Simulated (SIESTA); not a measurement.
Write an ASE script for SIESTA 5.4.2 that does the following.

```
Task                : band structure
Functional          : LDA
Potentials or basis : PseudoDojo 0.4 standard (LDA files)
Basis               : DZP (energy shift 0.003 Ry; two zetas on semicore shells)
Grid cutoff         : 800 Ry
Energy shift        : 0.003 Ry
k mesh              : 11 × 11 × 11
Occupations         : fermi-dirac, width 0.05 eV
Spin                : collinear spin, ferromagnetic start
Starting moments    : [1.0, 0.0] μB
```

The system is NiO.

```
Ni O
1.0
     0.00000    2.08590    2.08590
     2.08590    0.00000    2.08590
     2.08590    2.08590    0.00000
Ni O
1 1
Direct
  0.00000 0.00000 0.00000
  0.50000 0.50000 0.50000
```

The input as run:

run.py

```python
from ase import Atoms
from ase.calculators.siesta import Siesta
from ase.units import Ry, GPa

atoms = Atoms(
    ['Ni', 'O'],
    cell=[
        [0.0, 2.0859016414, 2.0859016414],
        [2.0859016414, 0.0, 2.0859016414],
        [2.0859016414, 2.0859016414, 0.0],
    ],
    scaled_positions=[
        [0.0, 0.0, 0.0],
        [0.5, 0.5, 0.5],
    ],
    pbc=True,
)

fdf = {
    'SCFMustConverge': False,
    'DM.InitSpin': ['  1   1.000', '  2   0.000'],
    'OccupationFunction': 'FD',
    'ElectronicTemperature': '0.05 eV',
    'MaxSCFIterations': '200',
    'SCF.Mixer.Method': 'Pulay',
    'SCF.Mixer.Weight': '0.1',
    'SCF.Mixer.History': '10',
    'SCF.DM.Tolerance': '5.0e-05',
    'SCF.H.Tolerance': '1.0e-03 eV',
    'WriteForces': 'true',
    'Charge.Mulliken': 'end',
    'BandLinesScale': 'ReciprocalLatticeVectors',
    'BandLines': ['  1    0.000000   0.000000   0.000000  \\Gamma', ' 12    0.500000   0.000000   0.500000  X', '  6    0.500000   0.250000   0.750000  W', '  4    0.375000   0.375000   0.750000  K', ' 13    0.000000   0.000000   0.000000  \\Gamma', ' 11    0.500000   0.500000   0.500000  L', '  8    0.625000   0.250000   0.625000  U', '  4    0.500000   0.250000   0.750000  W', '  9    0.500000   0.500000   0.500000  L', '  8    0.375000   0.375000   0.750000  K', '  1    0.625000   0.250000   0.625000  U', '  4    0.500000   0.000000   0.500000  X'],
    'PAO.Basis': ['Ni.1 5', 'n=3 0 2', '  2.442 0.000', 'n=4 0 2', '  7.025 0.000', 'n=3 1 2', '  2.721 0.000', 'n=4 1 1', '  7.025', 'n=3 2 2', '  4.458 0.000'],
}
calc = Siesta(
    label="NiO",
    command="siesta < PREFIX.fdf > PREFIX.out",
    pseudo_path="pseudos",
    pseudo_qualifier="",
    xc=('LDA', 'PW92'),
    basis_set="DZP",
    mesh_cutoff=800 * Ry,
    energy_shift=0.003 * Ry,
    kpts=[11, 11, 11],
    spin="collinear",
    fdf_arguments=fdf,
)
atoms.calc = calc

print(f"energy = {atoms.get_potential_energy():.6f} eV")
free = atoms.get_potential_energy(force_consistent=True)
print(f"free energy = {free:.6f} eV")
print("forces (eV/A):")
print(atoms.get_forces(apply_constraint=False).round(6))
print("stress (GPa, Voigt order, tension positive):", (atoms.get_stress() / GPa).round(4))
```

Potentials or basis: PseudoDojo 0.4 standard (LDA files), DZP (energy shift 0.003 Ry; two zetas on semicore shells).

Command:

```sh
$ python run.py
```

Results of the run:

```yaml
Pressure: -18.8 GPa
Band_gap_on_the_k_mesh: none (metal or under the smearing width)
Net_moment: 0.31 μB per cell
Site_moments: Ni +0.27; O +0.04 μB
```

Caveat: short orbitals over semicore shells can move pressures by several GPa; so large a pressure means that the cell lies far from this level's equilibrium, or that cutoff or potentials fall short; the basis of atomic orbitals isn't converged, which shifts pressures, moduli and gaps; semilocal functionals often make such compounds metallic where correlation or magnetic order opens a gap, which also shifts bond lengths.

Wall time 5.5 min on 1 thread of Arm Neoverse V2, with other jobs on the host, peak memory 0.24 GiB.
